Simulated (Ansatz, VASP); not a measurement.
**Pd in VASP and in Ansatz**

```
Pd
1.0
    -1.64639    1.64639    1.64639
     1.64639   -1.64639    1.64639
     1.64639    1.64639   -1.64639
Pd
1
Cartesian
  0.0000 0.0000 0.0000
```

Alike in both runs: task single point; functional RPBE; k mesh 16 × 16 × 16; occupations fermi-dirac, width 0.1 eV; no spin polarisation.

|  | VASP | Ansatz |
| --- | --- | --- |
| version | VASP 6.6.1 | Ansatz 0.2.0 |
| potentials or method | VASP PAW PBE potentials, release 64 (Pd) | plane waves (420 eV) with PAW, scalar-relativistic |
| plane-wave cutoff (eV) | 520 | 420 |
| valence electrons in the cell | 10 | 18 |

VASP gave:

* pressure (GPa): -11.8

Q: Which values does Ansatz return?

A: Pressure (GPa): -11.7.

The two sets of potentials don't hold the same shells in valence.

Caveats: the PAW data sets were made with another functional, which shifts forces and pressure a little (VASP).
